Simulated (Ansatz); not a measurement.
## Structure types of Tl compared at 230 GPa

Structure types of Tl are relaxed in primitive cells with their symmetry kept at 230 GPa, first on PAW files, then by LAPW. The enthalpy is E + pV at zero temperature, without zero-point motion. Only the types listed were tried, and differences under about 5 meV/atom are mesh noise. Not among the end structures: fcc, which may lie lower.

Computed with Ansatz 0.2.0; functional PBE, scalar-relativistic. Settings: Fermi–Dirac smearing of 0.1 eV, no spin polarisation. Methods: LAPW: all electrons, basis error target 0.5 meV/atom; PAW: frozen-core files, cutoff 420 eV.

k meshes: bcc 18×18×18, hcp 16×16×9, omega 9×9×12, beta tin 17×17×17, diamond 13×13×13.

Spin–orbit coupling is left out, which matters for the heavy atoms.

Q: Which type is lowest in enthalpy, and by how much?

A: hcp, 31 meV/atom below bcc. The whole table:

| start type | ends as | a, b, c (Å) | V (Å³/atom) | H − H(lowest), LAPW (meV/atom) | same, PAW |
| --- | --- | --- | --- | --- | --- |
| bcc | bcc, Im-3m | 2.996, 2.996, 2.996 | 13.44 | 31.3 | 31.1 |
| hcp | hcp, P6_3/mmc | 2.662, 2.662, 4.376 | 13.43 | 0.0 | 0.0 |
| omega | omega, P6/mmm | 4.285, 4.285, 2.547 | 13.50 | 169.8 | 169.4 |
| beta tin | beta tin, I4_1/amd | 4.693, 4.693, 2.508 | 13.81 | 849.4 | 847.1 |
| diamond | diamond, Fd-3m | 5.074, 5.074, 5.074 | 16.33 | 6323.7 | 6311.7 |

Q: Split the lead of hcp over bcc into energy and pV.

A: For bcc less hcp: ΔE = +6.8 meV/atom, and p·ΔV = 230 GPa × +0.0171 Å³ × 6.242 meV/(GPa·Å³) = +24.6 meV/atom, together 31.4 meV/atom. hcp wins on both counts.
